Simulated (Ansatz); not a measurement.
# Cd: pressure against volume

How stiff is Cd, and at what volume does the pressure vanish? The cell is scaled evenly, atoms carried along, and solved with LAPW, PAW and all-electron datasets made for the crystal.

This is Cd in the diamond structure; at room conditions it is hcp.

Computed with Ansatz 0.2.0 (DFT PBE, scalar-relativistic, unless a step's input says otherwise).

## Step 1: The structure to begin with

Symmetry: Fd-3m, No. 227, cubic system. The conventional cell has a = 6.680 Å, b = 6.680 Å, c = 6.680 Å, α = 90.00°, β = 90.00°, γ = 90.00°. Cd (site symmetry -43m) is surrounded by 4 Cd at 2.89 Å.

Structure file:

```xyz
2
Lattice="0.0000 3.3400 3.3400 3.3400 0.0000 3.3400 3.3400 3.3400 0.0000" Properties=species:S:1:pos:R:3 pbc="T T T"
Cd    0.0000    0.0000    0.0000
Cd    1.6700    1.6700    1.6700
```

The cell was relaxed by PAW from a hypothetical start (diamond type); it needn't be the stable phase of this composition.

Atoms are numbered in the order of the input: Cd1, Cd2.

## Step 2: Volume × 0.95, LAPW

input.yaml

```yaml
crystal:
  lattice:
    - [0.0, 3.2833788727, 3.2833788727]
    - [3.2833788727, 0.0, 3.2833788727]
    - [3.2833788727, 3.2833788727, 0.0]
  atoms:
    - { symbol: Cd, position: [0.0, 0.0, 0.0] }
    - { symbol: Cd, position: [0.25, 0.25, 0.25] }
kpoints:
  mp_grid: { grid: [9, 9, 9] }
scf:
  occupations: { method: fermi_dirac, width: 0.08 }
hamiltonian:
  xc: pbe
  pseudopotentials: { kind: all_electron, lapw: { basis_error: 0.00025 } }
output:
  forces: true
  stress: true
  eigenvalues: true
```

The run is started by

```console
> ansatz run input.yaml --threads 1 --pin off --max-ram 2048MiB --backend cpu --events-out ev --progress --plain --runs-dir out
```

The program printed (excerpt; [...] marks lines left out):

```text
LAPW: plane waves up to 8.689 Å⁻¹, error target 2.5e-4 eV per atom; small_component_spin mean_spin; Cd in spheres of 1.422 Å, 20 of its electrons in bands, Dirac shells []
[...]
Pseudopotentials: kind: all_electron
Pseudopotential: Cd, LAPW, valence charge 20, Koelling and Harmon's equation, gaussian nucleus
Functional definition: PBE
[...]
Crystal: 2 atoms, lattice volume = 70.793 Å³
Basis set: ecut = 287.63041854589903 eV, 749 PW (Γ), exchange–correlation at level 2
Bands: 24, of which v1, the nominal top of the filled ones, is band 20 counted from 1 (19 counted from 0)
Symmetry: 48 space group operations
Space group: Fd-3m (ITA 227), of the structure as read, at distance tolerance 4.1e-5 Å
k-points: 35 of 729
[...]
SCF iter   1: F=—  HF=-304470.286572 eV  |F-HF|=—  |Δ(HF+E_count)|=         —  Δρ=8.11e-3  dr2=5.78e-2  ethr=1.44e-4  ⟨swp⟩=3.0  Hψ=5600  notcnv=0
[...]
SCF iter   7: F=-304470.225208 eV  HF=-304470.225208 eV  |F-HF|=4.34e-8  |Δ(HF+E_count)|=   1.16e-6  Δρ=4.96e-6  dr2=1.42e-8  ethr=1.81e-9  ⟨swp⟩=3.0  Hψ=2639  notcnv=0
[...]
SCF converged after 7 iterations
Free energy (F): -304470.225208 eV
[...]
E sigma→0 (E₀):  -304470.213603 eV
Entropy (-TS):   -0.023209 eV (-11.605 meV/atom)
Fermi energy:    8.116779 eV
[...]
--- Forces (eV/Å), atoms counted from 1 ---
  atom   1  Cd     0.00000000    -0.00000000     0.00000000
  atom   2  Cd     0.00000000     0.00000000     0.00000000
[...]
--- Stress (GPa, compression-positive) ---
        0.839766      -0.000000       0.000000
       -0.000000       0.839766       0.000000
        0.000000       0.000000       0.839766
  P = ⅓ Tr σ = 0.8398 GPa (8.398 kbar)
--- Band table (eV; the first three rows and the last of 35) ---
  k-point 0: bands = ["-94.7688", "-94.7603", "-55.8319", "-55.8319", "-55.8319", "-55.7961", "-55.7961", "-55.7961", "-1.0821", "-1.0821", "-1.0821", "-1.0269", "-1.0269", "-0.3245", "-0.3245", "-0.3245", "-0.1545", "-0.1545", "1.6216", "12.6007", "12.6007", "12.6007", "13.3425", "13.7829"]
[...]
```

Run time: 17 s. Hardware: 1 thread of Arm Neoverse V1, shared host.

This run gives: pressure 0.84 GPa; no gap.

## Step 3: Volume × 0.95, PAW

input.yaml: that of step 2 with these lines changed.

```diff
@@ -14,3 +14,3 @@
   xc: pbe
-  pseudopotentials: { kind: all_electron, lapw: { basis_error: 0.00025 } }
+  pseudopotentials: { kind: paw }
 output:
@@ -19 +19,2 @@
   eigenvalues: true
+  efg: { contact_densities: true }
```

The run is started by

```console
> ansatz run input.yaml --threads 1 --pin off --max-ram 2048MiB --backend cpu --events-out ev --progress --plain --runs-dir out
```

The program printed (excerpt; [...] marks lines left out):

```text
Cd: output.efg is read without spin–orbit coupling, which moves field gradients at and beside such atoms by some per cent and up to a factor of two; PAW files take it under magnetization.noncollinear and magnetization.spin_orbit
[...]
Pseudopotentials: kind: paw
Pseudopotential: Cd, paw, valence charge 20, recommended cutoff 420 eV (normal)
[... 1 set-up line as earlier in the session ...]
[...]
Crystal: 2 atoms, lattice volume = 70.793 Å³
Basis set: ecut = 420 eV, 1411 PW (Γ), exchange–correlation on 64×64×64 points (8 copies of the dense FFT grid, shifted against one another)
Bands: 24, of which v1, the nominal top of the filled ones, is band 20 counted from 1 (19 counted from 0)
[... 2 set-up lines as earlier in the session ...]
k-points: 35 of 729
[...]
Free energy (F): -16508.248462 eV
[...]
E sigma→0 (E₀):  -16508.236860 eV
Entropy (-TS):   -0.023205 eV (-11.602 meV/atom)
Fermi energy:    7.420735 eV
[...]
--- Forces (eV/Å), atoms counted from 1 ---
  atom   1  Cd     0.00000000    -0.00000000     0.00000000
  atom   2  Cd    -0.00000000    -0.00000000     0.00000000
[...]
--- Stress (GPa, compression-positive) ---
        0.833960       0.000000       0.000000
       -0.000000       0.833960      -0.000000
        0.000000      -0.000000       0.833960
  P = ⅓ Tr σ = 0.8340 GPa (8.340 kbar)
--- PAW observables at the nuclei: V_zz in 10²¹ V/m², potentials from the cell's mean, atoms counted from 1 ---
  atom   1  Cd V_zz =    +0.000000   η = 0.0000   by run symmetry: forbidden
            electrostatic potential = -7702.861074 V   contact ρ = 1035988.316005 e/Å³
  atom   2  Cd V_zz =    +0.000000   η = 0.0000   by run symmetry: forbidden
            electrostatic potential = -7702.861074 V   contact ρ = 1035988.316005 e/Å³
--- Band table (eV; the first three rows and the last of 35) ---
[... band rows left out ...]
[...]
```

Run time: 3.9 s. Hardware: 1 thread of Arm Neoverse V1, shared host.

Result: pressure 0.83 GPa; no gap.

## Step 4: Volume × 0.95, crystal datasets

input.yaml: that of step 3 with these lines changed.

```diff
@@ -14,3 +14,3 @@
   xc: pbe
-  pseudopotentials: { kind: paw }
+  pseudopotentials: { kind: all_electron, datasets: crystal }
 output:
```

The run is started by

```console
> ansatz run input.yaml --threads 1 --pin off --max-ram 2048MiB --backend cpu --events-out ev --progress --plain --runs-dir out
```

The program printed (excerpt; [...] marks lines left out):

```text
[...]
band count auto-derived: 17 (N_el = 24.0; filled up to band 12; 16 by the electrons, moments and atoms)
Cd: output.efg is read without spin–orbit coupling, which moves field gradients at and beside such atoms by some per cent and up to a factor of two; PAW files take it under magnetization.noncollinear and magnetization.spin_orbit
[...]
[... 1 set-up line as earlier in the session ...]
Pseudopotential: Cd, paw, valence charge 12, recommended cutoff 240 eV (normal), Koelling and Harmon's equation, gaussian nucleus
[... 1 set-up line as earlier in the session ...]
[...]
Crystal: 2 atoms, lattice volume = 70.793 Å³
Basis set: ecut = 240 eV, 609 PW (Γ), exchange–correlation on 48×48×48 points (8 copies of the dense FFT grid, shifted against one another)
Bands: 17, of which v1, the nominal top of the filled ones, is band 12 counted from 1 (11 counted from 0)
[... 1 set-up line as earlier in the session ...]
[...]
--- Forces (eV/Å), atoms counted from 1 ---
  atom   1  Cd     0.00000000     0.00000000    -0.00000000
  atom   2  Cd     0.00000000     0.00000000    -0.00000000
[...]
--- Stress (GPa, compression-positive) ---
        0.842238       0.000000       0.000000
        0.000000       0.842238      -0.000000
        0.000000      -0.000000       0.842238
  P = ⅓ Tr σ = 0.8422 GPa (8.422 kbar)
--- PAW observables at the nuclei: V_zz in 10²¹ V/m², potentials from the cell's mean, atoms counted from 1 ---
  atom   1  Cd V_zz =    +0.000000   η = 0.0000   by run symmetry: forbidden
            electrostatic potential = -7702.831512 V   contact ρ = 1035968.729783 e/Å³
  atom   2  Cd V_zz =    +0.000000   η = 0.0000   by run symmetry: forbidden
            electrostatic potential = -7702.831512 V   contact ρ = 1035968.729783 e/Å³
--- Band table (eV; the first three rows and the last of 35) ---
  k-point 0: bands = ["-1.0818", "-1.0818", "-1.0818", "-1.0266", "-1.0266", "-0.3242", "-0.3242", "-0.3242", "-0.1542", "-0.1542", "1.6216", "12.6008", "12.6008", "12.6008", "13.3425"]
[...]
```

Wall time 5 s (1 thread of Arm Neoverse V1, shared host).

Result: pressure 0.84 GPa; no gap.

## Step 5: Volume × 0.975, LAPW

input.yaml

```yaml
crystal:
  lattice:
    - [0.0, 3.3119314265, 3.3119314265]
    - [3.3119314265, 0.0, 3.3119314265]
    - [3.3119314265, 3.3119314265, 0.0]
  atoms:
    - { symbol: Cd, position: [0.0, 0.0, 0.0] }
    - { symbol: Cd, position: [0.25, 0.25, 0.25] }
kpoints:
  mp_grid: { grid: [9, 9, 9] }
scf:
  occupations: { method: fermi_dirac, width: 0.08 }
hamiltonian:
  xc: pbe
  pseudopotentials: { kind: all_electron, lapw: { basis_error: 0.00025 } }
output:
  forces: true
  stress: true
  eigenvalues: true
```

The run is started by

```console
> ansatz run input.yaml --threads 1 --pin off --max-ram 2048MiB --backend cpu --events-out ev --progress --plain --runs-dir out
```

The program printed (excerpt; [...] marks lines left out):

```text
LAPW: plane waves up to 8.603 Å⁻¹, error target 2.5e-4 eV per atom; small_component_spin mean_spin; Cd in spheres of 1.434 Å, 20 of its electrons in bands, Dirac shells []
[...]
[... 3 set-up lines as earlier in the session ...]
[...]
Crystal: 2 atoms, lattice volume = 72.656 Å³
Basis set: ecut = 281.95556089379266 eV, 749 PW (Γ), exchange–correlation at level 2
Bands: 24, of which v1, the nominal top of the filled ones, is band 20 counted from 1 (19 counted from 0)
[... 1 set-up line as earlier in the session ...]
Space group: Fd-3m (ITA 227), of the structure as read, at distance tolerance 4.2e-5 Å
k-points: 35 of 729
[...]
SCF iter   1: F=—  HF=-304470.288871 eV  |F-HF|=—  |Δ(HF+E_count)|=         —  Δρ=7.77e-3  dr2=5.44e-2  ethr=1.35e-4  ⟨swp⟩=3.0  Hψ=5617  notcnv=0
[...]
SCF iter   7: F=-304470.232167 eV  HF=-304470.232167 eV  |F-HF|=2.87e-8  |Δ(HF+E_count)|=   1.11e-6  Δρ=4.12e-6  dr2=1.04e-8  ethr=1.89e-9  ⟨swp⟩=3.0  Hψ=2497  notcnv=0
[...]
SCF converged after 7 iterations
Free energy (F): -304470.232167 eV
[...]
E sigma→0 (E₀):  -304470.219378 eV
Entropy (-TS):   -0.025577 eV (-12.788 meV/atom)
Fermi energy:    7.830205 eV
[...]
--- Forces (eV/Å), atoms counted from 1 ---
  atom   1  Cd    -0.00000000    -0.00000000     0.00000000
  atom   2  Cd    -0.00000000    -0.00000000    -0.00000000
[...]
--- Stress (GPa, compression-positive) ---
        0.375126      -0.000000      -0.000000
       -0.000000       0.375126      -0.000000
       -0.000000      -0.000000       0.375126
  P = ⅓ Tr σ = 0.3751 GPa (3.751 kbar)
--- Band table (eV; the first three rows and the last of 35) ---
[... band rows left out ...]
[...]
```

Run time: 18 s. Hardware: 1 thread of Arm Neoverse V1, shared host.

Read from it: pressure 0.38 GPa; no gap.

## Step 6: Volume × 0.975, PAW

input.yaml: that of step 5 with these lines changed.

```diff
@@ -14,3 +14,3 @@
   xc: pbe
-  pseudopotentials: { kind: all_electron, lapw: { basis_error: 0.00025 } }
+  pseudopotentials: { kind: paw }
 output:
@@ -19 +19,6 @@
   eigenvalues: true
+  efg: { contact_densities: true }
+  write_density: true
+  write_potential: true
+  elf: true
+  volumetric_format: npy
```

The run is started by

```console
> ansatz run input.yaml --threads 1 --pin off --max-ram 2048MiB --backend cpu --events-out ev --progress --plain --runs-dir out
```

The program printed (excerpt; [...] marks lines left out):

```text
Cd: output.efg is read without spin–orbit coupling, which moves field gradients at and beside such atoms by some per cent and up to a factor of two; PAW files take it under magnetization.noncollinear and magnetization.spin_orbit
[...]
[... 3 set-up lines as earlier in the session ...]
[...]
Crystal: 2 atoms, lattice volume = 72.656 Å³
Basis set: ecut = 420 eV, 1411 PW (Γ), exchange–correlation on 64×64×64 points (8 copies of the dense FFT grid, shifted against one another)
Bands: 24, of which v1, the nominal top of the filled ones, is band 20 counted from 1 (19 counted from 0)
[... 2 set-up lines as earlier in the session ...]
k-points: 35 of 729
[...]
Free energy (F): -16508.255367 eV
[...]
E sigma→0 (E₀):  -16508.242580 eV
Entropy (-TS):   -0.025573 eV (-12.787 meV/atom)
Fermi energy:    7.151861 eV
[...]
--- Forces (eV/Å), atoms counted from 1 ---
  atom   1  Cd    -0.00000000     0.00000000     0.00000000
  atom   2  Cd     0.00000000    -0.00000000     0.00000000
[...]
--- Stress (GPa, compression-positive) ---
        0.369620      -0.000000       0.000000
        0.000000       0.369620       0.000000
       -0.000000       0.000000       0.369620
  P = ⅓ Tr σ = 0.3696 GPa (3.696 kbar)
--- PAW observables at the nuclei: V_zz in 10²¹ V/m², potentials from the cell's mean, atoms counted from 1 ---
  atom   1  Cd V_zz =    -0.000000   η = 0.0000   by run symmetry: forbidden
            electrostatic potential = -7702.582264 V   contact ρ = 1035988.594667 e/Å³
  atom   2  Cd V_zz =    +0.000000   η = 0.0000   by run symmetry: forbidden
            electrostatic potential = -7702.582264 V   contact ρ = 1035988.594667 e/Å³
--- Band table (eV; the first three rows and the last of 35) ---
[... band rows left out ...]
[...]
```

It took 5.4 s on 1 thread of Arm Neoverse V1, shared host.

Result: pressure 0.37 GPa; no gap.

(Part 1 of 2 ends here.)
